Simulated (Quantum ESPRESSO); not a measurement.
Crystal: CdS (Hawleyite).

```
Cd S
1.0
     0.00000    2.91650    2.91650
     2.91650    0.00000    2.91650
     2.91650    2.91650    0.00000
Cd S
1 1
Cartesian
  0.0000 0.0000 0.0000
  4.3748 4.3748 4.3748
```

| Property | Result |
| --- | --- |
| Program | Quantum ESPRESSO 7.5 |
| Task | phonons |
| Functional | PBE |
| Potentials or basis | JTH 2.0 PBE |
| Cutoff | 707 eV |
| Density cutoff | 4245 eV |
| k mesh | 4 × 4 × 4, shifted |
| Occupations | fermi-dirac, width 0.05 eV |
| Spin | no spin polarisation |
| Mixing beta | 0.5 |
| Most SCF iterations | 120 |
| SCF threshold | 4e-10 Ry |

The first run showed a gap, so the response started from a second, tighter run with fixed occupations.

Question: How polar is the lattice: what are the Born charges, the two dielectric constants and the LO-TO splitting?

Answer: Born charges ±2.19 e; dielectric constants 6.14 (electrons alone) and 9.58 (static); transverse and longitudinal modes at 235 and 294 cm⁻¹.

Caveat: the mesh is thin for the dielectric tensor, Born charges and intensities, which usually come out too large.
